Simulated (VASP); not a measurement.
# SnO₂: convergence, vacuum levels of a slab or layer

SnO₂, sheet, 3 atoms in the cell. PBE; PAW potentials O, Sn_d (PBE set). VASP 6.6.1.

Wanted: face levels within 0.03 eV; gap on the mesh within 0.02 eV; energy within 2 meV/atom.

In-plane mesh in multiples of three: yes; Dipole correction: yes; Starting cell: layer relaxed first with the same functional.

Face levels: vacuum level at each face, counted from the middle of the gap.

POSCAR of the starting run:
```
SnO2
1.0
    3.2342423396      0.0000000000      0.0000000000
    1.6171211698      2.8009360280      0.0000000000
    0.0000000000      0.0000000000     17.0246751460
O Sn
2 1
Direct
    0.0000000000      0.0000000000      0.4405370402
    0.6666666667      0.6666666667      0.5594629598
    0.3333333333      0.3333333333      0.5000000000
```

The series start from vacuum (Å): 15; correction: LDIPOL, IDIPOL 3, DIPOL, AMIN 0.01; k spacing (1/Å): 0.25; Cutoff ENCUT (eV): 525; SCF threshold EDIFF (eV): 1e-6; PREC: Accurate; ALGO: Normal. Each series keeps the choices made before it, and each single choice may use up half of a tolerance.

## Vacuum (Å)

| Vacuum (Å) | Face levels, largest deviation (eV) | Gap on the mesh (eV) | Energy less reference (meV/atom) | SCF iterations | Time (s) |
|---|---|---|---|---|---|
| 9 | 0.000 | 2.555 | -0.1 | 17 | 5.1 |
| 12 | 0.000 | 2.556 | -0.1 | 19 | 7.3 |
| 15 | 0.000 | 2.556 | 0.0 | 20 | 12 |
| 25 (reference) | 0.000 | 2.556 | 0.0 | 25 | 19 |

Chosen: 9, the loosest value from which every tighter one stays within half of the tolerance.

## Correction

| Correction | Face levels, largest deviation (eV) | Gap on the mesh (eV) | Energy less reference (meV/atom) | SCF iterations | Time (s) |
|---|---|---|---|---|---|
| LDIPOL, IDIPOL 3, DIPOL, AMIN 0.01 | 0.000 | 2.555 | 0.0 | 17 | 5.1 |
| LDIPOL, default AMIN | 0.000 | 2.555 | 0.0 | 17 | 5.2 |
| LDIPOL, no DIPOL | 0.000 | 2.555 | 0.0 | 17 | 5.7 |
| IDIPOL 3 alone (energy only) | 0.000 | 2.555 | 0.0 | 17 | 5.1 |
| kernel truncation, coarsened | 0.063 | 2.555 | 0.1 | 17 | 7.0 |
| kernel truncation, full padding | 0.003 | 2.555 | 0.1 | 17 | 8.7 |

Chosen: LDIPOL, IDIPOL 3, DIPOL, AMIN 0.01; no other choice that stays within half of the tolerance saves 30 % of the time.

## k spacing (1/Å)

| k spacing (1/Å) | Face levels, largest deviation (eV) | Gap on the mesh (eV) | Energy less reference (meV/atom) | SCF iterations | Time (s) |
|---|---|---|---|---|---|
| 0.55 | 0.011 | 2.575 | 0.2 | 17 | 4.6 |
| 0.35 | 0.002 | 2.555 | 0.0 | 17 | 5.2 |
| 0.25 | 0.002 | 2.555 | 0.0 | 17 | 5.1 |
| 0.13 (reference) | 0.000 | 2.552 | 0.0 | 17 | 11 |

Chosen: 0.35.

## Cutoff ENCUT (eV)

| Cutoff ENCUT (eV) | Face levels, largest deviation (eV) | Gap on the mesh (eV) | Energy less reference (meV/atom) | SCF iterations | Time (s) |
|---|---|---|---|---|---|
| 400 | 0.007 | 2.560 | -8.5 | 17 | 6.9 |
| 460 | 0.001 | 2.556 | 1.3 | 17 | 4.9 |
| 525 | 0.002 | 2.555 | 3.5 | 17 | 5.2 |
| 725 (reference) | 0.000 | 2.557 | 0.0 | 17 | 9.0 |

Chosen: 725; the next looser run is off by more than half of the tolerance, so convergence isn't shown beyond this value.

## SCF threshold EDIFF (eV)

| SCF threshold EDIFF (eV) | Face levels, largest deviation (eV) | Gap on the mesh (eV) | Energy less reference (meV/atom) | SCF iterations | Time (s) |
|---|---|---|---|---|---|
| 0.0001 | 0.082 | 2.557 | 0.1 | 11 | 6.3 |
| 1e-5 | 0.000 | 2.557 | 0.0 | 15 | 8.7 |
| 1e-6 | 0.000 | 2.557 | 0.0 | 17 | 9.0 |
| 1e-7 (reference) | 0.000 | 2.557 | 0.0 | 19 | 9.9 |

Chosen: 1e-5.

## PREC

| PREC | Face levels, largest deviation (eV) | Gap on the mesh (eV) | Energy less reference (meV/atom) | SCF iterations | Time (s) |
|---|---|---|---|---|---|
| Accurate | 0.000 | 2.557 | 0.0 | 15 | 8.7 |
| Normal | 0.000 | 2.557 | 0.0 | 15 | 5.7 |

Chosen: Accurate; Normal would be accurate enough too and is faster here.

## ALGO

| ALGO | Face levels, largest deviation (eV) | Gap on the mesh (eV) | Energy less reference (meV/atom) | SCF iterations | Time (s) |
|---|---|---|---|---|---|
| Normal | 0.000 | 2.557 | 0.0 | 15 | 8.7 |
| Fast | 0.001 | 2.558 | 0.0 | 16 | 8.5 |
| All | 0.000 | 2.557 | 0.0 | 16 | 10 |

Chosen: Normal.

## All choices together

| Input | Face levels, largest deviation (eV) | Gap on the mesh (eV) | Energy less reference (meV/atom) | Time (s) |
|---|---|---|---|---|
| program defaults, no dipole correction of the potential, 7 A of vacuum, k spacing 0.5 1/A (naive) | 0.057 | 2.568 | -8.2 | 1.1 |
| chosen settings | 0.002 | 2.557 | -0.1 | 8.7 |
| reference settings throughout | 0.000 | 2.555 | 0.0 | 83 |

The chosen settings stay within the tolerance of the reference run, but the reference itself isn't shown to be converged in: Cutoff ENCUT (eV).

Values of the reference run: Face levels: 7.047, 7.047 eV.

## The input

INCAR:
```
  ALGO = Normal
  AMIN = 0.01
  DIPOL = 0.5 0.5 0.5
  EDIFF = 1E-5
  ENCUT = 725
  GGA = PE
  IDIPOL = 3
  ISMEAR = 0
  KPAR = 4
  LASPH = True
  LCHARG = False
  LDIPOL = True
  LREAL = False
  LVACPOTAV = True
  LVHAR = True
  LWAVE = False
  NELM = 120
  PREC = Accurate
  SIGMA = 0.05
```

KPOINTS:
```
Automatic mesh
0
Gamma
  9 9 1
  0 0 0
```

POSCAR:
```
SnO2
1.0
    3.2342423396      0.0000000000      0.0000000000
    1.6171211698      2.8009360280      0.0000000000
    0.0000000000      0.0000000000     11.0246751460
O Sn
2 1
Direct
    0.0000000000      0.0000000000      0.4081752923
    0.6666666667      0.6666666667      0.5918247077
    0.3333333333      0.3333333333      0.5000000000
```

Commands:
```
cat potpaw_PBE.64/O/POTCAR potpaw_PBE.64/Sn_d/POTCAR > POTCAR
mpirun -np 4 vasp_std > vasp.out
```

The chosen input took VASP 6.6.1 8.7 s on 4 cores (Intel Xeon 6975P-C (Granite Rapids)), a shared host.

## An input that fails: vacuum far too thin (2.5 A)

What the run shows: the program warns: no field-free region found.

Vacuum (Å): 15 becomes 2.5.

Changes against the starting input:
```
(POSCAR)
-    0.0000000000      0.0000000000     17.0246751460
+    0.0000000000      0.0000000000      4.5246751460
-    0.0000000000      0.0000000000      0.4405370402
-    0.6666666667      0.6666666667      0.5594629598
+    0.0000000000      0.0000000000      0.2762629271
+    0.6666666667      0.6666666667      0.7237370729
```
